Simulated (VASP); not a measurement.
The system is ZnCu2SnS4.

```
Zn Cu Sn S
1.0
    -2.69028    2.69028    5.37740
     2.69028   -2.69028    5.37740
     2.69028    2.69028   -5.37740
Zn Cu Sn S
1 2 1 4
Direct
  0.25000 0.75000 0.50000
  0.00000 0.00000 0.00000
  0.75000 0.25000 0.50000
  0.50000 0.50000 0.00000
  0.37057 0.89769 0.00869
  0.10231 0.11100 0.47287
  0.88900 0.36188 0.99131
  0.63812 0.62943 0.52713
```

Base run:

```yaml
Program: VASP 6.6.1
Functional: TB-mBJ
Potentials_or_basis: VASP PAW PBE potentials, release 64 (Zn, Cu, Sn_d, S)
Cutoff: 520 eV
k_mesh: 10 × 10 × 10
Occupations: gaussian, width 0.03 eV
Spin: no spin polarisation
```

Its results: band gap on the k mesh 0.69 eV, direct.

Q: The run is repeated on the same cell with these changes: functional from TB-mBJ to PBEsol. What comes out?

A: Band gap on the k mesh 0.14 eV, direct.

Caveats: spin-orbit coupling is left out, which moves the levels of the heavy elements.
